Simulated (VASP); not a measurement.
# InP (F-43m) in VASP: notebook

Aim: see how the results for InP move with the level of theory and the settings. Levels: PBEsol, PBE. Tasks: single point.

Everything below comes from runs of VASP 6.6.1. Logs are shortened: lines on timing, memory, paths and dates and some standing lists are left out, and cuts for length are marked.

**Measured values to compare with.**

From a printed reference work, data compilation, for a bulk crystal of InP at 1.6 K: band gap 1.4236 eV (direct).

The runs below are set against these values where they give the same quantity.

**1. The crystal as given**

It takes space group F-43m (No. 216, cubic). Conventional cell: a = 5.861 Å, b = 5.861 Å, c = 5.861 Å, α = 90.00°, β = 90.00°, γ = 90.00°. Around In (site symmetry -43m) lie 4 P at 2.54 Å. Around P (site symmetry -43m) lie 4 In at 2.54 Å.

**2. Single point, PBEsol, spin-orbit coupling, no magnetisation**

INCAR

```
  PREC = Accurate
  ENCUT = 300
  EDIFF = 1E-7
  ISMEAR = 0
  SIGMA = 0.02
  LREAL = False
  LASPH = True
  NELM = 100
  ALGO = Normal
  ISIF = 2
  LWAVE = False
  LCHARG = False
  MAGMOM = 0 0 0 0 0 0
  LORBIT = 11
  LSORBIT = True
  GGA_COMPAT = False
  GGA = PS
  NBANDS = 34
```

KPOINTS

```
Automatic mesh
0
Gamma
  8 8 8
```

POSCAR

```
InP
1.0
    0.0000000000      2.9305000000      2.9305000000
    2.9305000000      0.0000000000      2.9305000000
    2.9305000000      2.9305000000      0.0000000000
In P
1 1
Direct
    0.0000000000      0.0000000000      0.0000000000
    0.7500000000      0.7500000000      0.7500000000
```

Potentials or basis: VASP PAW PBE potentials, release 64 (In_d, P).

Started as:

```bash
$ cat potpaw_PBE.64/In_d/POTCAR potpaw_PBE.64/P/POTCAR > POTCAR
$ mpirun -np 1 vasp_ncl > vasp.out
```

OUTCAR:

```text
PREC = Accurate
   ENCUT = 300
   EDIFF = 1E-7
   ISMEAR = 0
   LREAL = False
   LASPH = True
   NELM = 100
   ISIF = 2
   LORBIT = 11
   LSORBIT = True
   GGA = PS

 Found     43 irreducible k-points:

 Following reciprocal coordinates:
            Coordinates               Weight
  0.000000  0.000000  0.000000      1.000000
  0.125000  0.000000  0.000000      4.000000
 -0.125000  0.000000  0.000000      4.000000
  0.250000  0.000000  0.000000      4.000000
 -0.250000  0.000000  0.000000      4.000000
  0.375000  0.000000  0.000000      4.000000
   k-points           NKPTS =     43   k-points in BZ     NKDIM =     43   number of bands    NBANDS=     34
   number of dos      NEDOS =    301   number of ions     NIONS =      2
   total plane-waves  NPLWV =  13824
   dimension x,y,z NGX =    24 NGY =   24 NGZ =   24
   dimension x,y,z NGXF=    48 NGYF=   48 NGZF=   48
   ions per type =               1   1
   NGX,Y,Z   is equivalent  to a cutoff of   9.63,  9.63,  9.63 a.u.
   NGXF,Y,Z  is equivalent  to a cutoff of  19.25, 19.25, 19.25 a.u.
 SYSTEM =  unknown system
   PREC   = accura    normal or accurate (medium, high low for compatibility)
   ISTART =      0    job   : 0-new  1-cont  2-samecut
   ICHARG =      2    charge: 1-file 2-atom 10-const
   ISPIN  =      1    spin polarized calculation?
   LNONCOLLINEAR =      T non collinear calculations
   LSORBIT =      T    spin-orbit coupling
   LASPH  =      T    aspherical Exc in radial PAW
   ENCUT  =  300.0 eV  22.05 Ry    4.70 a.u.   5.85  5.85  5.85*2*pi/ulx,y,z
   NELM   =    100;   NELMIN=  2; NELMDL= -5     # of ELM steps
   EDIFF  = 0.1E-06   stopping-criterion for ELM
   LREAL  =      F    real-space projection
   EDIFFG = 0.1E-05   stopping-criterion for IOM
   NSW    =      0    number of steps for IOM
   IBRION =     -1    ionic relax: 0-MD 1-quasi-New 2-CG
   NFREE  =      0    steps in history (QN), initial steepest desc. (CG)
   ISIF   =      2    stress and relaxation
   ISYM   =      2    0-nonsym 1-usesym 2-fastsym
   POTIM  = 0.5000    time-step for ionic-motion
   TEBEG  =    0.0;   TEEND  =   0.0 temperature during run
   PSTRESS=    0.0 pullay stress
   NELECT =      18.0000    total number of electrons
   NUPDOWN=      -1.0000    fix difference up-down
   EMIN   =  10.00;   EMAX   =-10.00  energy-range for DOS
   EFERMI =   0.00;   METHOD = LEGACY
   ISMEAR =     0;   SIGMA  =   0.02  broadening in eV -4-tet -1-fermi 0-gaus
   EFERMI_NEDOS =   21; number of points for ismear=-14 and -15
   IALGO  =     38    algorithm
   IMIX   =      4    mixing-type and parameters
     AMIX     =   0.40;   BMIX     =  1.00
     AMIX_MAG =   1.60;   BMIX_MAG =  1.00
  volume/ion in A,a.u.               =      25.17       169.83
  Fermi-wavevector in a.u.,A,eV,Ry     =   1.162021  2.195901 18.371846  1.350293
  Thomas-Fermi vector in A             =   2.298587
   LORBIT       =     11    0 simple, 1 ext, 2 COOP (PROOUT), +10 PAW based schemes
   GGA     = PS    functional components
   LHFCALC =     F    Hartree Fock is set to
   AEXX    =    0.0000 exact exchange contribution
   IVDW    =     0    specifies the selected vdW correction
   LEPSILON=     F    determine dielectric tensor
   LRPA    =     F    only Hartree local field effects (RPA)
 Gauss-broadening in eV      SIGMA  =   0.02
  energy-cutoff  :      300.00
  volume of cell :       50.33
 maximum number of plane-waves:      1218
   NGX = 11   NGY = 11   NGZ = 11

 number of electron      18.0000000 magnetization       0.0000000      0.0000000      0.0000000

 number of electron      18.0000024 magnetization       0.0000000     -0.0000000     -0.0000000

 number of electron      18.0000024 magnetization       0.0000000      0.0000000     -0.0000000

 Free energy of the ion-electron system (eV)
  ---------------------------------------------------
  ext. energy  EPLUGINS =         0.00000000
  ---------------------------------------------------
  free energy    TOTEN  =        -9.18751808 eV

  energy without entropy =       -9.18751808  energy(sigma->0) =       -9.18751808

 E-fermi :   5.2221     XC(G=0):  -9.4793

 val. band max:        5.1224978593   @ k =   0.0000   0.0000   0.0000
 cond. band min:       5.7051596656   @ k =   0.0000   0.0000   0.0000
 fundamental gap:      0.5826618063
 Fermi energy:         5.2220881542

 k-point     1 :       0.0000    0.0000    0.0000
  band No.  band energies     occupation
      1      -9.4832      1.00000
      2      -9.4832      1.00000
      3      -9.4832      1.00000
      4      -9.4832      1.00000
      5      -8.7059      1.00000
      6      -8.7059      1.00000
[... 22 lines left out ...]
     29      14.5324      0.00000
     30      14.5324      0.00000

 k-point     2 :       0.1250    0.0000    0.0000
  band No.  band energies     occupation
      1      -9.4855      1.00000
      2      -9.4855      1.00000
      3      -9.4846      1.00000
      4      -9.4774      1.00000
      5      -8.7076      1.00000
      6      -8.7076      1.00000
[... 22 lines left out ...]
     29      13.8571      0.00000
     30      13.8791      0.00000

 k-point     3 :      -0.1250    0.0000    0.0000
  band No.  band energies     occupation
      1      -9.4855      1.00000
      2      -9.4855      1.00000
      3      -9.4846      1.00000
      4      -9.4774      1.00000
      5      -8.7076      1.00000
      6      -8.7076      1.00000
[... 22 lines left out ...]
     29      13.8571      0.00000
     30      13.8791      0.00000

 k-point     4 :       0.2500    0.0000    0.0000
  band No.  band energies     occupation
      1      -9.4935      1.00000
      2      -9.4935      1.00000
      3      -9.4821      1.00000
      4      -9.4720      1.00000
      5      -8.7114      1.00000
      6      -8.7114      1.00000
[... 22 lines left out ...]
     29      13.6156      0.00000
     30      13.6564      0.00000

 k-point     5 :      -0.2500    0.0000    0.0000
  band No.  band energies     occupation
      1      -9.4935      1.00000
      2      -9.4935      1.00000
      3      -9.4821      1.00000
      4      -9.4720      1.00000
      5      -8.7114      1.00000
      6      -8.7114      1.00000
[... 22 lines left out ...]
     29      13.6156      0.00000
     30      13.6564      0.00000

 k-point     6 :       0.3750    0.0000    0.0000
  band No.  band energies     occupation
      1      -9.5033      1.00000
      2      -9.5033      1.00000
      3      -9.4771      1.00000
      4      -9.4701      1.00000
      5      -8.7124      1.00000
      6      -8.7124      1.00000
[... 22 lines left out ...]
     29      14.5310      0.00000
     30      14.5310      0.00000

 [... further k-points ...]

 [bands above 30 left out]

------------------------ aborting loop because EDIFF is reached ----------------------------------------

  FORCE on cell =-STRESS in cart. coord.  units (eV):
  Direction    XX          YY          ZZ          XY          YZ          ZX
  --------------------------------------------------------------------------------------
  -------------------------------------------------------------------------------------
  Total        0.0680840      0.0680840      0.0680840      0.0000000      0.0000000      0.0000000
  in kB        2.1672070      2.1672070      2.1672070      0.0000000      0.0000000      0.0000000
  external PRESSURE =       2.1672070 kB  Pullay stress =       0.0000000 kB

 VOLUME and BASIS-vectors are now :
 -----------------------------------------------------------------------------
  energy-cutoff  :      300.00
  volume of cell :       50.33
      direct lattice vectors                 reciprocal lattice vectors
     0.000000000  2.930500000  2.930500000    -0.170619348  0.170619348  0.170619348
     2.930500000  0.000000000  2.930500000     0.170619348 -0.170619348  0.170619348
     2.930500000  2.930500000  0.000000000     0.170619348  0.170619348 -0.170619348

 POSITION                                       TOTAL-FORCE (eV/Angst)
 -----------------------------------------------------------------------------------
      0.00000      0.00000      0.00000        -0.000000      0.000000      0.000000
      4.39575      4.39575      4.39575         0.000000     -0.000000     -0.000000
 -----------------------------------------------------------------------------------
    total drift:                               -0.000002     -0.000002     -0.000002

  FREE ENERGIE OF THE ION-ELECTRON SYSTEM (eV)
  ---------------------------------------------------
  free  energy   TOTEN  =        -9.1875180775 eV

  energy  without entropy=       -9.1875180775  energy(sigma->0) =       -9.18751808

 Spin-Orbit-Coupling matrix elements

 Ion:    1  E_soc:     -0.0719321
 l=   1
     0.0000000    -0.0055052    -0.0055052
    -0.0055052     0.0000000    -0.0055052
    -0.0055052    -0.0055052     0.0000000
 l=   2
     0.0000000    -0.0013280     0.0000000    -0.0013280    -0.0051554
    -0.0013280     0.0000000    -0.0038666    -0.0013280    -0.0012889
     0.0000000    -0.0038666     0.0000000    -0.0038666     0.0000000
    -0.0013280    -0.0013280    -0.0038666     0.0000000    -0.0012889
    -0.0051554    -0.0012889     0.0000000    -0.0012889     0.0000000
 l=   3
     0.0000000     0.0000000     0.0000000     0.0000000     0.0000000     0.0000000     0.0000000
     0.0000000     0.0000000     0.0000000     0.0000000     0.0000000     0.0000000     0.0000000
     0.0000000     0.0000000     0.0000000     0.0000000     0.0000000     0.0000000     0.0000000
     0.0000000     0.0000000     0.0000000     0.0000000     0.0000000     0.0000000     0.0000000
     0.0000000     0.0000000     0.0000000     0.0000000     0.0000000     0.0000000     0.0000000
     0.0000000     0.0000000     0.0000000     0.0000000     0.0000000     0.0000000     0.0000000
     0.0000000     0.0000000     0.0000000     0.0000000     0.0000000     0.0000000     0.0000000

 Ion:    2  E_soc:     -0.0011148
 l=   1
     0.0000000    -0.0001858    -0.0001858
    -0.0001858     0.0000000    -0.0001858
    -0.0001858    -0.0001858     0.0000000
 l=   2
     0.0000000     0.0000000     0.0000000     0.0000000     0.0000000
     0.0000000     0.0000000     0.0000000     0.0000000     0.0000000
     0.0000000     0.0000000     0.0000000     0.0000000     0.0000000
     0.0000000     0.0000000     0.0000000     0.0000000     0.0000000
     0.0000000     0.0000000     0.0000000     0.0000000     0.0000000
 l=   3
     0.0000000     0.0000000     0.0000000     0.0000000     0.0000000     0.0000000     0.0000000
     0.0000000     0.0000000     0.0000000     0.0000000     0.0000000     0.0000000     0.0000000
     0.0000000     0.0000000     0.0000000     0.0000000     0.0000000     0.0000000     0.0000000
     0.0000000     0.0000000     0.0000000     0.0000000     0.0000000     0.0000000     0.0000000
     0.0000000     0.0000000     0.0000000     0.0000000     0.0000000     0.0000000     0.0000000
     0.0000000     0.0000000     0.0000000     0.0000000     0.0000000     0.0000000     0.0000000
     0.0000000     0.0000000     0.0000000     0.0000000     0.0000000     0.0000000     0.0000000

 total charge

# of ion       s       p       d       tot
------------------------------------------
    1        0.831   0.777   9.893  11.501
    2        1.028   1.481   0.000   2.510
--------------------------------------------------
tot          1.859   2.259   9.893  14.011

 magnetization (x)

# of ion       s       p       d       tot
------------------------------------------
    1        0.000   0.000  -0.000   0.000
    2        0.000  -0.000   0.000  -0.000
--------------------------------------------------
tot          0.000   0.000  -0.000   0.000

 magnetization (y)

# of ion       s       p       d       tot
------------------------------------------
    1        0.000   0.000   0.000   0.000
    2        0.000   0.000   0.000   0.000
--------------------------------------------------
tot          0.000   0.000   0.000   0.000

 magnetization (z)

# of ion       s       p       d       tot
------------------------------------------
    1        0.000  -0.000   0.000  -0.000
    2        0.000  -0.000   0.000  -0.000
--------------------------------------------------
tot          0.000  -0.000   0.000  -0.000
```

It took 99 s on 1 thread of AMD EPYC 7R43 (Zen 3), shared host; peak memory 0.17 GiB.

These settings aren't checked as converged: the numbers below hold their error.

Results:

```yaml
Free_energy: -9.1875 eV
Pressure: 0.2 GPa
Valence_electrons_inside_the_program's_atomic_spheres: In 11.50; P 2.51
```

Caveat: the cutoff is under 1.25 times the usual one of these potentials, so pressure, stress and relaxed cells hold a basis-set (Pulay) error; the PAW data sets were made with another functional, which shifts forces and pressure a little.

**3. Single point, PBEsol, spin-orbit coupling, no magnetisation**

Changes to INCAR since step 2:

```diff
@@ -1,3 +1,3 @@
   PREC = Accurate
-  ENCUT = 300
+  ENCUT = 600
   EDIFF = 1E-7
```

KPOINTS

```
Automatic mesh
0
Gamma
  6 6 6
```

POSCAR is that of step 2.

Potentials or basis: VASP PAW PBE potentials, release 64 (In_d, P).

Started as:

```bash
$ cat potpaw_PBE.64/In_d/POTCAR potpaw_PBE.64/P/POTCAR > POTCAR
$ mpirun -np 1 vasp_ncl > vasp.out
```

Wall time 2.7 min (1 thread of AMD EPYC 7R43 (Zen 3), shared host); peak memory 0.37 GiB.

The run converged, but some of its settings lie outside the range that counts as converged, so its numbers aren't taken as properties of the crystal.

Results:

| Item | Value |
| --- | --- |
| Free energy | -9.1790 eV |
| Pressure | 0.6 GPa |
| Valence electrons inside the program's atomic spheres | In 11.51; P 2.51 |

Caveat: the PAW data sets were made with another functional, which shifts forces and pressure a little.

**4. Single point, PBEsol, spin-orbit coupling, no magnetisation**

Changes to INCAR since step 3:

```diff
@@ -1,3 +1,3 @@
   PREC = Accurate
-  ENCUT = 600
+  ENCUT = 500
   EDIFF = 1E-7
```

KPOINTS

```
Automatic mesh
0
Gamma
  7 7 7
```

POSCAR is that of step 3.

Started as:

```bash
$ cat potpaw_PBE.64/In_d/POTCAR potpaw_PBE.64/P/POTCAR > POTCAR
$ mpirun -np 1 vasp_ncl > vasp.out
```

It took 2 min on 1 thread of AMD EPYC 7R43 (Zen 3), shared host; peak memory 0.26 GiB.

These settings aren't checked as converged: the numbers below hold their error.

Results:

```yaml
Free_energy: -9.1871 eV
Pressure: 0.5 GPa
Valence_electrons_inside_the_program's_atomic_spheres: In 11.51; P 2.51
```

Caveat: the PAW data sets were made with another functional, which shifts forces and pressure a little.

**5. Single point, PBEsol, spin-orbit coupling, no magnetisation**

Changes to INCAR since step 4:

```diff
@@ -1,3 +1,3 @@
   PREC = Accurate
-  ENCUT = 500
+  ENCUT = 600
   EDIFF = 1E-7
```

KPOINTS is that of step 4.

POSCAR is that of step 4.

Started as:

```bash
$ cat potpaw_PBE.64/In_d/POTCAR potpaw_PBE.64/P/POTCAR > POTCAR
$ mpirun -np 1 vasp_ncl > vasp.out
```

Run time: 3.5 min. Hardware: 1 thread of AMD EPYC 7R43 (Zen 3), shared host; peak memory 0.37 GiB.

These settings aren't checked as converged: the numbers below hold their error.

What came out:

```
Free energy                                           : -9.1875 eV
Pressure                                              : 0.6 GPa
Valence electrons inside the program's atomic spheres : In 11.51; P 2.51
```

Caveat: the PAW data sets were made with another functional, which shifts forces and pressure a little.

**6. Single point, PBE**

INCAR

```
PREC = Accurate ; ENCUT = 1400
EDIFF = 1E-8 ; ISMEAR = 0
SIGMA = 0.05 ; LREAL = False
LASPH = True ; NELM = 100
ALGO = Normal ; ISIF = 2
LWAVE = False ; LCHARG = False
GGA = PE ; NBANDS = 16
ADDGRID = False
```

KPOINTS

```
regular mesh
0
Gamma
  11 11 11
```

POSCAR is that of step 5.

Potentials or basis: VASP PAW PBE potentials, release 64 (In_d, P_h).

Started as:

```bash
$ cat potpaw_PBE.64/In_d/POTCAR potpaw_PBE.64/P_h/POTCAR > POTCAR
$ mpirun -np 1 vasp_std > vasp.out
```

Run time: 3.4 min. Hardware: 1 thread of Intel Xeon Platinum 8488C (Sapphire Rapids), shared host; peak memory 0.52 GiB.

Results (log left out):

| Item | Value |
| --- | --- |
| Free energy | -8.3842 eV |
| Pressure | 3.3 GPa |
| Band gap on the k mesh | 0.71 eV, direct |

Levels at points of the mesh, in eV from the valence-band top:
| k point | band 6 | band 7 | band 8 | band 9 | band 10 | band 11 | band 12 | band 13 |
| --- | --- | --- | --- | --- | --- | --- | --- | --- |
| (0.00, 0.00, 0.00) | -11.52 | 0.00 | 0.00 | 0.00 | 0.71 | 4.09 | 4.09 | 4.09 |

Caveat: spin-orbit coupling is left out, which moves the levels of the heavy elements.

**7. How close it comes**

Step 6. Against the measured gap of InP, 1.4236 eV (direct; 1.6 K; a printed reference work, data compilation), the calculated 0.71 eV is off by -0.71 eV. Spin-orbit coupling on In is left out. The value is that of PBE, without temperature or zero-point motion. Semilocal functionals fall short of measured gaps as a rule.
